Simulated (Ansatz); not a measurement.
# 6-layer honeycomb SiC (AA') in a perpendicular field

Wanted: the out-of-plane response of the 6-layer honeycomb SiC (AA'). A positive field points along +c.

Calculated with Ansatz 0.2.0; plane-wave DFT, PBE-D3(BJ), Ansatz PAW.

Most raw output is cut from this account.

## Step 1: Starting point

The cell holds 12 atoms: 6 C and 6 Si. Cell: a = 3.100 Å, b = 3.100 Å, c = 64.450 Å, α = 90.0°, β = 90.0°, γ = 120.0°. Regions: layer 1: honeycomb SiC, 2 atoms (1 C and 1 Si); layer 2: honeycomb SiC, 2 atoms (1 C and 1 Si); layer 3: honeycomb SiC, 2 atoms (1 C and 1 Si); layer 4: honeycomb SiC, 2 atoms (1 C and 1 Si); layer 5: honeycomb SiC, 2 atoms (1 C and 1 Si); layer 6: honeycomb SiC, 2 atoms (1 C and 1 Si). Vacuum lies along c.

## Step 2: Relaxing the slab

The starting cell is a guess, so the in-plane lattice and the atoms are relaxed first, with the slab cut off from its images along the normal.

input.yaml reads:

```yaml
crystal:
  lattice:
    - [3.1, 0.0, 0.0]
    - [-1.55, 2.6846787517, 0.0]
    - [0.0, 0.0, 64.4499999969]
  atoms:
    - { symbol: C, position: [0.6666666667, 0.3333333333, 0.3700543057] }
    - { symbol: Si, position: [0.3333333333, 0.6666666667, 0.3700543057] }
    - { symbol: C, position: [0.3333333333, 0.6666666667, 0.4220325834] }
    - { symbol: Si, position: [0.6666666667, 0.3333333333, 0.4220325834] }
    - { symbol: C, position: [0.6666666667, 0.3333333333, 0.4740108612] }
    - { symbol: Si, position: [0.3333333333, 0.6666666667, 0.4740108612] }
    - { symbol: C, position: [0.3333333333, 0.6666666667, 0.5259891388] }
    - { symbol: Si, position: [0.6666666667, 0.3333333333, 0.5259891388] }
    - { symbol: C, position: [0.6666666667, 0.3333333333, 0.5779674166] }
    - { symbol: Si, position: [0.3333333333, 0.6666666667, 0.5779674166] }
    - { symbol: C, position: [0.3333333333, 0.6666666667, 0.6299456943] }
    - { symbol: Si, position: [0.6666666667, 0.3333333333, 0.6299456943] }
  periodic: [true, true, false]
kpoints:
  mp_grid: { grid: [12, 12, 1] }
hamiltonian:
  xc: pbe
  dispersion: d3bj
scf:
  occupations: { method: fermi_dirac, width: 0.05 }
  convergence: { dr2_threshold: 1.0e-09 }
relax:
  f_tol: 0.004
  max_steps: 90
  cell: {}
output:
  write_potential: true
  write_density: true
  volumetric_format: npy
```

On the command line:

```sh
ansatz run input.yaml --threads 2 --pin off --max-ram 4096MiB --backend cpu --events-out ev --progress --plain --runs-dir out
```

It took 5.7 min on 2 threads of AMD EPYC 7R13 (Zen 3), shared host; peak memory 1 GiB; 11 min of CPU time.

Relaxation path (22 of 25):

```tsv
step	energy less that of the first step (eV)	largest force component (eV/Å)	volume (Å³)
1	0.0000	0.2457	536.39
2	-0.0744	0.1393	534.65
3	-0.1534	0.1114	533.32
4	-0.2353	0.1248	534.31
6	-0.4262	0.2396	536.19
7	-0.5020	0.1312	539.80
8	-0.5739	0.1021	540.48
9	-0.6371	0.1994	539.53
10	-0.6985	0.0944	544.44
11	-0.7651	0.1087	539.52
12	-0.8039	0.2157	543.89
14	-0.8302	0.0639	549.18
15	-0.8344	0.1082	548.12
16	-0.8372	0.0995	548.64
17	-0.8305	0.1876	550.78
18	-0.8402	0.0777	549.05
19	-0.8387	0.1103	550.62
20	-0.8421	0.0161	549.64
22	-0.8421	0.0027	549.73
23*	-0.8484	0.0028	549.73
24	-0.8483	0.0007	549.93
25*	-0.8484	0.0007	549.93
```

Relaxation steps marked * repeat the geometry before them on a plane-wave basis chosen anew for their cell, so energy and pressure can jump there. Other such steps can lie between the rows shown. Relaxation steps 17, 19 were tried and not accepted.

The run keeps the 12 symmetry operations that it works with, so distortions that break them were not tested.

```tsv
cell as run	before	after	change
a (Å)	3.100	3.139	+1.3 %
b (Å)	3.100	3.139	+1.3 %
```

The atoms that moved most (Å, along periodic axes as changes of fractional coordinates times the final cell, across vacuum about the mean position):

```tsv
atom	dx	dy	dz	length
Si2	0.000	0.000	2.322	2.322
Si12	0.000	0.000	-2.322	2.322
C1	0.000	0.000	2.176	2.176
C11	0.000	0.000	-2.176	2.176
C9	0.000	0.000	-1.159	1.159
C3	0.000	0.000	1.159	1.159
Si10	0.000	0.000	-1.075	1.075
Si4	0.000	0.000	1.075	1.075
```

The relaxed structure:

```cif
data_structure
_symmetry_space_group_name_H-M 'P 1'
_symmetry_Int_Tables_number 1
_cell_length_a 3.1389
_cell_length_b 3.1389
_cell_length_c 64.4500
_cell_angle_alpha 90.000
_cell_angle_beta 90.000
_cell_angle_gamma 120.000
_cell_volume 549.93
loop_
_atom_site_label
_atom_site_type_symbol
_atom_site_fract_x
_atom_site_fract_y
_atom_site_fract_z
_atom_site_occupancy
C1 C 0.66667 0.33333 0.40382 1
Si2 Si 0.33333 0.66667 0.40608 1
C3 C 0.33333 0.66667 0.44001 1
Si4 Si 0.66667 0.33333 0.43872 1
C5 C 0.66667 0.33333 0.47996 1
Si6 Si 0.33333 0.66667 0.48024 1
C7 C 0.33333 0.66667 0.52004 1
Si8 Si 0.66667 0.33333 0.51976 1
C9 C 0.66667 0.33333 0.55999 1
Si10 Si 0.33333 0.66667 0.56128 1
C11 C 0.33333 0.66667 0.59618 1
Si12 Si 0.66667 0.33333 0.59392 1
```

The lattice constant a goes from 3.100 to 3.139 Å.

## Step 3: Single point, field 0, start network

A sawtooth potential applies the field, turning back in the middle of the vacuum. With the dipole correction the typed value is the field outside the slab. The induced dipole is small, so the SCF threshold is tight.

The cell differs from the one that the last finished run ended in (c 64.450 → 30.397 Å).

input.yaml reads:

```yaml
crystal:
  lattice:
    - [3.1389020522, 0.0, 0.0]
    - [-1.5694510261, 2.7183689172, 0.0]
    - [0.0, 0.0, 30.3974892714]
  atoms:
    - { symbol: C, position: [0.6666666667, 0.3333333333, 0.2960770845] }
    - { symbol: Si, position: [0.3333333333, 0.6666666667, 0.3008659575] }
    - { symbol: C, position: [0.3333333333, 0.6666666667, 0.3728155079] }
    - { symbol: Si, position: [0.6666666667, 0.3333333333, 0.3700666541] }
    - { symbol: C, position: [0.6666666667, 0.3333333333, 0.4575183893] }
    - { symbol: Si, position: [0.3333333333, 0.6666666667, 0.4580985071] }
    - { symbol: C, position: [0.3333333333, 0.6666666667, 0.5424816107] }
    - { symbol: Si, position: [0.6666666667, 0.3333333333, 0.5419014929] }
    - { symbol: C, position: [0.6666666667, 0.3333333333, 0.6271844921] }
    - { symbol: Si, position: [0.3333333333, 0.6666666667, 0.6299333459] }
    - { symbol: C, position: [0.3333333333, 0.6666666667, 0.7039229155] }
    - { symbol: Si, position: [0.6666666667, 0.3333333333, 0.6991340425] }
kpoints:
  mp_grid: { grid: [18, 18, 1] }
  band_path:
    path: [[0, 0, 0], [0.5, 0, 0], [0.33333333, 0.33333333, 0], [0, 0, 0]]
    npoints: 16
hamiltonian:
  xc: pbe
  dispersion: d3bj
scf:
  occupations: { method: fermi_dirac, width: 0.02585 }
  convergence: { dr2_threshold: 1.0e-10 }
efield:
  axis: 3
  dipole_correction: true
  ramp_position: 0.97
  ramp_width: 0.06
  amplitude: 0
output:
  dos: { projected: true, e_range: [-6, 5] }
  write_potential: true
  write_density: true
  volumetric_format: npy
  elf: true
```

The job ended after 33 s (2 threads; peak memory 0.74 GiB; 65 s of CPU time).

This step gave:

```
gap on the k-mesh                  : 1.038 eV
dipole along the normal            : 7.64e-7 e·Å
gap along the path                 : 1.036 eV
smallest direct gap along the path : 2.470 eV
ionisation energy, upper face      : 4.567 eV
electron affinity, upper face      : 3.530 eV
gap, the smaller of path and mesh  : 1.036 eV
```

Running mean over a fixed 2.7 Å (it still follows the layers) of the planar mean; the ramp of the sawtooth is left out. Electron's electrostatic potential energy less the Fermi level against z:

```tsv
z (Å)	electron's electrostatic potential energy less the Fermi level (eV)
3.5	4.03
4.0	4.03
4.5	4.03
5.0	4.02
5.5	4.01
6.0	3.97
6.5	3.81
7.0	3.13
7.5	0.418
8.0	-4.12
8.5	-6.96
9.0	-8.19
9.5	-9.82
10.0	-12.4
10.5	-11.9
11.0	-9.61
11.5	-8.63
12.0	-8.41
12.5	-8.53
13.0	-8.37
13.5	-8.20
14.0	-8.25
14.5	-8.53
15.0	-9.15
15.5	-9.05
16.0	-8.44
16.5	-8.23
17.0	-8.22
17.5	-8.43
18.0	-8.51
18.5	-8.42
19.0	-8.73
19.5	-10.0
20.0	-12.3
20.5	-11.9
21.0	-9.36
21.5	-7.97
22.0	-6.57
22.5	-3.24
23.0	1.21
23.5	3.37
24.0	3.87
24.5	3.99
25.0	4.02
25.5	4.02
26.0	4.03
26.5	4.03
27.0	4.03
```

The density of states has structure finer than the step of the table below, so its rows give means over 0.2 eV, whole bins alone (the curve runs from -6 to 2.49 eV). Peaks (eV: height): -5.70: 7.15, -5.61: 6.82, -4.68: 6.61, -4.35: 6.70, -3.90: 5.87, -3.08: 10.1, -1.70: 6.20.

The density of states by energy, zero at the Fermi level of the run, which the smearing sets inside the gap; means over each step:

energy (eV), density of states (states/eV a cell) and a bar:
```
     -5.8        6.3 ##############################
     -5.6        6.0 #############################
     -5.4        5.2 #########################
     -5.2        5.1 ########################
     -5.0        5.6 ###########################
     -4.8        5.7 ###########################
     -4.6        5.7 ###########################
     -4.4        6.1 #############################
     -4.2        5.1 #########################
     -4.0        5.1 ########################
     -3.8        4.8 #######################
     -3.6        3.8 ##################
     -3.4        3.7 ##################
     -3.2        3.9 ###################
     -3.0        4.0 ###################
     -2.8        3.8 ##################
     -2.6        2.7 #############
     -2.4        3.2 ###############
     -2.2        2.9 ##############
     -2.0        2.8 ##############
     -1.8        3.5 #################
     -1.6        4.3 ####################
     -1.4        2.9 ##############
     -1.2        0.5 ##
     -1.0        0.6 ###
     -0.8        0.7 ###
     -0.6        1.8 #########
     -0.4        0.0 
     -0.2        0.0 
      0.0        0.0 
      0.2        0.0 
      0.4        0.0 
      0.6        0.5 ###
      0.8        1.0 #####
      1.0        1.0 #####
      1.2        1.0 #####
      1.4        1.6 ########
      1.6        2.0 #########
      1.8        2.8 ##############
      2.0        4.2 ####################
      2.2        3.7 ##################
```

Projected DOS per atom over height of the atomic layer and energy from the Fermi level. Layers: SiC SiC SiC SiC SiC SiC from below.

Ten even steps from '0' (0.000 states/eV) to '9' (0.547 states/eV), each cell a mean:
```
446644
436634
222222
110011
110011
000000
000000
001100
011110
111111
655556
434434
643346
544445
747747
636636
867768
879978
879978
779977
788887
898898
```
Columns: height of the atomic layer (Å) from 9.07 to 21.3 (not evenly spaced); rows upwards: energy from the Fermi level (eV) from -5.96 to 2.41.

Electronic bands along the path, in eV, zero at the Fermi level of the run, which the smearing sets inside the gap:

```tsv
point	band 21	band 22	band 23	band 24	band 25	band 26	band 27	band 28
Γ	-2.60	-2.60	-2.09	-0.71	2.38	2.47	3.14	3.18
halfway	-3.22	-2.66	-1.47	-0.80	1.73	1.87	2.48	2.97
M	-3.11	-3.08	-2.65	-2.05	0.50	0.55	1.27	1.89
halfway	-3.16	-2.71	-2.55	-1.73	1.67	2.09	2.55	2.71
K	-3.23	-3.23	-1.94	-1.94	2.27	2.27	2.65	3.34
halfway	-3.98	-2.33	-1.33	-0.96	2.77	2.87	3.11	3.21
Γ	-2.60	-2.60	-2.09	-0.71	2.38	2.47	3.14	3.18
```

Valence density in the ca plane at fractional y = 0.333, with atoms of C and Si within 0.2 Å of it. It is the smooth field of the valence electrons, not physical close to the nuclei.

Ten even steps from '0' (0.0 e/Å³) to '9' (1.8 e/Å³), each cell a mean:
```
00000000000000000000245321122210013542101222
00000000000000000001489632111111126984111111
00000000000000000001499842100011137995211100
00000000000000000001378632111111125874111111
00000000000000000000234321122210013442101222
00000000000000000000112111123210011221001222
00000000000000000000011110122210001111001122
00000000000000000000122211122210011221001222
```
Columns run along c (16.0 Å, from fractional 0.04 to 0.56 of the cell), rows up along a (3.1 Å). Atoms in or near the plane, at fractional coordinates: C at (0.30, 0.67), Si at (0.37, 0.67), C at (0.46, 0.67), Si at (0.54, 0.67).

ELF in the ca plane at fractional y = 0.333, with atoms of C and Si within 0.2 Å of it. It is the smooth field of the valence electrons, not physical close to the nuclei.

Ten even steps from '0' (0.00) to '9' (0.83), each cell a mean:
```
00000000000000001247999964468862279998524788
00000000000000001468975887422343488568744333
00000000000000002468831698514233586138754232
00000000000000001368986886433443488779644434
00000000000000000247999863478862269998424788
00000000000000000024677632478862146775224788
00000000000000000012344322478762123443114777
00000000000000000124688642479862147886224799
```
Columns run along c (16.0 Å, from fractional 0.04 to 0.56 of the cell), rows up along a (3.1 Å). Atoms in or near the plane, at fractional coordinates: C at (0.30, 0.67), Si at (0.37, 0.67), C at (0.46, 0.67), Si at (0.54, 0.67).

Electrostatic potential energy in the ca plane at fractional y = 0.333, with atoms of C and Si within 0.2 Å of it. With pseudopotentials it is smooth inside the atoms' cores, unlike the true potential.

Values in eV, 5 rows by 16 columns, each cell a mean:
```
  7   7   7   7   7   7   7  -3 -10  -7 -27   1  -7  -8  -1 -28
  7   7   7   7   7   7   7 -21 -35 -19 -53  -4 -28 -29  -7 -55
  7   7   7   7   7   7   7  -4 -12  -7 -28   0  -8  -9  -1 -29
  7   7   7   7   7   7   7   1  -5   1  -1   4  -2  -3   4  -1
  7   7   7   7   7   7   7   1  -4   1  -1   4  -2  -2   4   0
```
Columns run along c (16.0 Å, from fractional 0.04 to 0.56 of the cell; values clipped at the 3rd and 97th percentile), rows up along a (3.1 Å). Atoms in or near the plane, at fractional coordinates: C at (0.30, 0.67), Si at (0.37, 0.67), C at (0.46, 0.67), Si at (0.54, 0.67).

The gap is 1.04 eV, with the valence edge 4.57 eV and the conduction edge 3.53 eV under the upper vacuum level.

## Step 4: Atoms held, field 0.1 V/Å

Edit input.yaml of step 3 so:

```diff
@@ -32,7 +32,6 @@
   dipole_correction: true
-  ramp_position: 0.97
-  ramp_width: 0.06
-  amplitude: 0
+  ramp_position: 0.9561
+  ramp_width: 0.0879
+  amplitude: 0.1
 output:
-  dos: { projected: true, e_range: [-6, 5] }
   write_potential: true
@@ -40,2 +39 @@
   volumetric_format: npy
-  elf: true
```

Wall time 35 s (2 threads); peak memory 0.73 GiB.

The dipole is 0.0662 e·Å, and the gap 1.021 eV.

## Step 5: Atoms held, field -0.1 V/Å

Edit input.yaml of step 4 so:

```diff
@@ -34,3 +34,3 @@
   ramp_width: 0.0879
-  amplitude: 0.1
+  amplitude: -0.1
 output:
```

The job ended after 36 s (2 threads; peak memory 0.72 GiB).

The dipole is -0.0662 e·Å, and the gap 1.021 eV.

## Step 6: Atoms held, field 0.2 V/Å

Edit input.yaml of step 5 so:

```diff
@@ -34,3 +34,3 @@
   ramp_width: 0.0879
-  amplitude: -0.1
+  amplitude: 0.2
 output:
```

The job ended after 40 s (2 threads; peak memory 0.72 GiB; 80 s of CPU time).

The dipole is 0.132 e·Å, and the gap 0.990 eV.

## Step 7: Atoms held, field 0.3 V/Å

Edit input.yaml of step 6 so:

```diff
@@ -32,5 +32,5 @@
   dipole_correction: true
-  ramp_position: 0.9561
-  ramp_width: 0.0879
-  amplitude: 0.2
+  ramp_position: 0.9537
+  ramp_width: 0.0926
+  amplitude: 0.3
 output:
```

Elapsed: 44 s, on 2 threads; peak memory 0.72 GiB.

The dipole is 0.199 e·Å, and the gap 0.956 eV.

## Step 8: Response, atoms held

This step: plane-wave DFT, PBE-D3(BJ), Ansatz PAW; response to a field along the normal, atoms held (Ansatz 0.2.0).

The dipoles give the slope, and the difference of two potentials shows where the field is screened.

Numbers from this step:

```yaml
equivalent_conductor_thickness_p_eps_0ae: 14.03 Å
distance_between_the_outer_atoms: 12.40 Å
```

Table of dipole of the cell by applied field:

```tsv
applied field (V/Å)	dipole of the cell (e·Å)
-0.100	-0.0662
0.000	7.6e-7
0.100	0.0662
0.200	0.132
0.300	0.199
```

Local field over the applied field, running mean. From the potentials at -0.1 and 0.1 V/Å; running mean over 2.8 Å. The local field over applied field by z:

```tsv
z (Å)	local field over applied field
5	0.991
6	0.943
7	0.742
8	0.423
9	0.158
10	0.0687
11	0.0736
12	0.0846
13	0.0803
14	0.0759
15	0.0663
16	0.0698
17	0.0802
18	0.0818
19	0.0828
20	0.0673
21	0.0978
22	0.305
23	0.614
24	0.890
25	0.981
26	0.997
```

The induced electron density oscillates, so the rows of the table below give means over windows of 1 Å about each position, cut where the curve ends. Its maxima inside the range that stand out by 2 % of the span (Å: e/Å³ per V/Å): 8.0: 0.00384, 9.3: 2.1e-4, 10.7: 2.6e-4, 13.1: 8.7e-4, 14.1: 2.3e-4, 15.6: 6.1e-4, 16.6: 1.9e-4, 18.3: 8.4e-4, 20.5: 1.8e-4, 21.5: 4.0e-4. Its minima: 8.9: -4.0e-4, 9.9: -1.8e-4, 12.1: -8.4e-4, 13.8: -1.9e-4, 14.8: -6.1e-4, 16.3: -2.3e-4, 17.3: -8.7e-4, 19.7: -2.6e-4, 21.1: -2.1e-4, 22.4: -0.00384.

Electrons, planar mean, per unit field. Induced electron density against z; means over each step:

```tsv
z (Å)	induced electron density (e/Å³ per V/Å)
5	4.1e-5
6	2.7e-4
7	0.00146
8	0.00323
9	1.5e-4
10	-7.0e-5
11	1.5e-4
12	-4.8e-4
13	5.1e-4
14	-3.6e-5
15	-2.2e-4
16	2.2e-4
17	-3.5e-4
18	2.5e-4
19	4.6e-5
20	-6.6e-5
21	5.7e-5
22	-0.00208
23	-0.00244
24	-5.5e-4
25	-8.9e-5
26	-1.6e-5
```

The smaller of the gaps on the path and on the k-mesh, counted as 0 under 0.03 eV. Gap against applied field:

```tsv
applied field (V/Å)	gap (eV)
-0.100	1.02
0.000	1.04
0.100	1.02
0.200	0.991
0.300	0.956
```

By hand: between -0.1 and 0.1 V/Å the dipole changes by 0.1323 e·Å, a slope of 0.6616 e·Å²/V. A perfect conductor of thickness t has p = ε₀AEt, so t = 180.95 × 0.6616 / 8.533 = 14.03 Å (e/ε₀ = 180.95 V·Å, A in Å²).

The induced dipole is that of a conductor 14.03 Å thick.

## Step 9: What came out

```json
{
 "gap without field": "1.04 eV",
 "ionisation energy, upper face": "4.57 eV",
 "electron affinity, upper face": "3.53 eV",
 "equivalent conductor thickness, atoms held": "14.0 Å"
}
```

The induced dipole equals that of a perfect conductor 14.03 Å thick, while the outer atoms lie 12.40 Å apart; an out-of-plane ε follows only once a thickness t is chosen, by 1 − 1/ε = 14.03 Å / t. The gap goes from 1.04 eV to 0.96 eV at 0.3 V/Å. Semilocal functionals give gaps that are too small, and excitons are not included. Atoms moved by up to 2.3 Å in the relaxation, so the end structure is to be read from its coordinates and not from the name. After relaxation neighbouring layers come as close as 2.1 Å along the normal, so they are bonded in part and no longer a van der Waals stack.

[Logs are printed without paths, hosts, clocks, repeated set-up lines and the standing remarks that a program may print on its own settings, such as how far it seeks lower states.]

[Hosts, paths, dates, database ids (printed as entryN), source tags and the programs' standing remarks are cut or masked in the printed files.]

[Maps of the electrostatic potential energy from Ansatz leave out the sawtooth potential of an applied field or a dipole correction, so their vacuum need not be flat; planar profiles and work functions include it.]

[The density of states shown here was stored with 400 of the rows of the run's finer table, so its peaks can read low, often by over a quarter, or be missed, and its means over a window can be off by a tenth or more.]
